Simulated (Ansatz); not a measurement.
input.yaml

```yaml
crystal:
  lattice:
    - [3.631091225, -2.41087805, 0.0]
    - [3.631091225, 2.41087805, 0.0]
    - [0.0, 0.0, 9.9588762]
  atoms:
    - { symbol: I, position: [0.8850419073, 0.1149580927, 0.1359278364] }
    - { symbol: I, position: [0.6149580927, 0.3850419073, 0.6359278364] }
    - { symbol: I, position: [0.1149580927, 0.8850419073, 0.8640721636] }
    - { symbol: I, position: [0.3850419073, 0.6149580927, 0.3640721636] }
basis:
  ecutwfc: 500
kpoints:
  mp_grid: { grid: [8, 8, 4] }
hamiltonian:
  xc: r2scan
scf:
  occupations: { method: gaussian, width: 0.02 }
output:
  forces: true
  stress: true
  eigenvalues: true
```

Command:
```bash
ansatz run input.yaml --threads 1 --pin off --max-ram 1331MiB --backend cpu --events-out ev --progress --plain --runs-dir out
```

Theory: DFT r2SCAN, scalar-relativistic, plane waves, PAW in Ansatz 0.2.0.

Part of what the program printed, abridged:

```
Pseudopotentials: kind: paw
Pseudopotential: I, paw, valence charge 17, recommended cutoff 500 eV (meta_gga)
Functional definition: r2SCAN
Crystal: 4 atoms, lattice volume = 174.362 Å³
Basis set: ecut = 500 eV, 4393 PW (Γ), exchange–correlation on 128×128×300 points (64 copies of the dense FFT grid, shifted against one another)
Bands: 41, of which v1, the nominal top of the filled ones, is band 34 counted from 1 (33 counted from 0)
Symmetry: 8 space group operations
Space group: Cmce (ITA 64), of the structure as read, at distance tolerance 5.6e-5 Å
k-points: 63 of 256
Initial density: superposition of atomic densities (neutral atoms: chi_scale 0, normalization atom), corrected by the library's trained network
Initial wavefunctions: pseudopotential atomic-orbital guess
Functional: x = r2scan, c = r2scan; τ floored in thin density (d = 2e-4 eV/Å³)
SCF iter   1: F=—  HF=-30111.704658 eV  |F-HF|=—  |Δ(HF+E_count)|=         —  Δρ=3.32e-3  dr2=1.93e-2  dr2_τ=4.23e-3  ethr=1.77e-3  ⟨swp⟩=9.6  Hψ=12645  notcnv=0  defer=3
SCF iter   2: F=—  HF=-30111.708555 eV  |F-HF|=—  |Δ(HF+E_count)|=   3.90e-3  Δρ=1.82e-3  dr2=5.56e-3  dr2_τ=3.96e-5  ethr=2.84e-5  ⟨swp⟩=3.2  Hψ=4259  notcnv=0  defer=131
SCF iter   3: F=—  HF=-30111.708098 eV  |F-HF|=—  |Δ(HF+E_count)|=   4.57e-4  Δρ=4.22e-4  dr2=2.71e-4  dr2_τ=1.15e-5  ethr=8.17e-6  ⟨swp⟩=2.9  Hψ=5057  notcnv=0  defer=68
automatic band count: iteration 3 solves 40 bands in place of 41: the levels show a gap, and the empty bands left out lie too high to hold charge; the band table lists the bands solved (type scf.n_extra_bands for more)
SCF iter   4: F=—  HF=-30111.707971 eV  |F-HF|=—  |Δ(HF+E_count)|=   1.27e-4  Δρ=1.67e-4  dr2=4.24e-5  dr2_τ=7.27e-7  ethr=3.99e-7  ⟨swp⟩=2.0  Hψ=4594  notcnv=0  defer=68
SCF iter   5: F=—  HF=-30111.707997 eV  |F-HF|=—  |Δ(HF+E_count)|=   2.57e-5  Δρ=3.00e-5  dr2=1.55e-6  dr2_τ=5.22e-8  ethr=6.23e-8  ⟨swp⟩=2.0  Hψ=4594  notcnv=0  defer=68
SCF iter   6: F=—  HF=-30111.707998 eV  |F-HF|=—  |Δ(HF+E_count)|=   7.26e-7  Δρ=1.22e-5  dr2=3.17e-7  dr2_τ=7.86e-9  ethr=2.29e-9  ⟨swp⟩=2.0  Hψ=4594  notcnv=0  defer=68
SCF iter   7: F=-30111.707998 eV  HF=-30111.707998 eV  |F-HF|=3.78e-9  |Δ(HF+E_count)|=   3.49e-8  Δρ=3.21e-6  dr2=1.34e-8  dr2_τ=2.83e-10  ethr=1.47e-10  ⟨swp⟩=11.6  Hψ=11225  notcnv=0
SCF 1 converged in 7 iterations: F = -30111.707998 eV  dr2 = 1.34e-8
SCF converged after 7 iterations
Free energy (F): -30111.707998 eV
Harris-Foulkes:  -30111.707998 eV  (|F-HF|=3.78e-9)
Internal energy: -30111.707998 eV  (E = F + TS)
E sigma→0 (E₀):  -30111.707998 eV
Fermi energy:    4.791265 eV
--- Per-component energies (eV) ---
  E_band       = -1666.629310
  E_kinetic    = 751.108909
  E_local      = -8248.759589  (includes V_loc(G=0)·N_el)
  E_nonlocal   = -368.514272
  E_hartree    = 4209.151340
  E_xc         = -481.399366
  E_vxc        = -556.064148  (∫ρ·V_xc dr)
  E_paw        = -19346.699459  (= ΣΔE_a)
  E_vpaw       = -1695.623702  (= ΣTr[D̂ρ^β])
  E_aug_tail   = -0.000124  (compensation charges beyond the density's cutoff)
  E_vtau       = 32.909409  (kinetic-family band-sum trace: ∫τ·v_τ [+ j·A + Jᵃ·Aᵃ] dr)
  E_ewald      = -6626.887648
  E_core_change = 0.292212  (= ΣΔE_core)
  E_smearing   =  0.000000  (= −TS)
--- Forces (eV/Å), atoms counted from 1 ---
  atom   1  I      0.00000000    -0.01488633    -1.03272306
  atom   2  I      0.00000000     0.01488633    -1.03272306
  atom   3  I      0.00000000     0.01488633     1.03272306
  atom   4  I      0.00000000    -0.01488633     1.03272306
--- Stress (GPa, compression-positive) ---
        0.695395       0.000000       0.000000
        0.000000      -0.046542       0.000000
        0.000000       0.000000      -1.559787
  P = ⅓ Tr σ = -0.3036 GPa (-3.036 kbar)
--- Band table (eV; the first three rows and the last of 63) ---
  k-point 0: bands = ["-41.4650", "-41.4568", "-41.4179", "-41.4093", "-41.3909", "-41.3807", "-41.3785", "-41.3682", "-41.3029", "-41.3017", "-41.2903", "-41.2891", "-41.0616", "-41.0605", "-41.0598", "-41.0587", "-41.0571", "-41.0553", "-41.0535", "-41.0515", "-9.3393", "-8.3403", "-8.1742", "-6.6012", "-0.1699", "1.5341", "1.9415", "2.7521", "3.0715", "3.1984", "3.3935", "4.0566", "4.2409", "4.5812", "5.1067", "5.8737", "10.0791", "10.1412", "10.7440", "11.7861"]
  k-point 1: bands = ["-41.4640", "-41.4582", "-41.4164", "-41.4103", "-41.3901", "-41.3842", "-41.3751", "-41.3690", "-41.3027", "-41.3019", "-41.2901", "-41.2892", "-41.0615", "-41.0608", "-41.0595", "-41.0588", "-41.0570", "-41.0558", "-41.0530", "-41.0517", "-9.2679", "-8.7175", "-7.7233", "-6.7692", "0.0461", "1.2055", "2.0281", "2.5683", "3.2222", "3.3584", "3.4220", "4.0901", "4.2187", "4.4203", "5.1921", "5.7245", "10.2879", "10.3082", "10.9309", "11.7220"]
  k-point 2: bands = ["-41.4613", "-41.4613", "-41.4132", "-41.4132", "-41.3878", "-41.3878", "-41.3714", "-41.3714", "-41.3023", "-41.3023", "-41.2896", "-41.2896", "-41.0612", "-41.0612", "-41.0591", "-41.0591", "-41.0565", "-41.0565", "-41.0523", "-41.0523", "-9.0568", "-9.0568", "-7.1934", "-7.1934", "0.5855", "0.5855", "2.2663", "2.2663", "3.2851", "3.2851", "3.9839", "3.9839", "4.1597", "4.1597", "5.4271", "5.4271", "10.5369", "10.5369", "11.2640", "11.2640"]
  k-point 62: bands = ["-41.4612", "-41.4612", "-41.4131", "-41.4131", "-41.3878", "-41.3878", "-41.3714", "-41.3714", "-41.3024", "-41.3024", "-41.2896", "-41.2896", "-41.0607", "-41.0607", "-41.0588", "-41.0588", "-41.0563", "-41.0563", "-41.0524", "-41.0524", "-8.7299", "-8.7299", "-7.0408", "-7.0408", "0.6115", "0.6115", "1.1161", "1.1161", "1.9043", "1.9043", "3.2456", "3.2456", "3.6012", "3.6012", "5.2688", "5.2688", "11.1760", "11.1760", "11.7248", "11.7248"]
```

The run converged.

 The cell holds layers, and where no dispersion correction was added their binding is poorly described.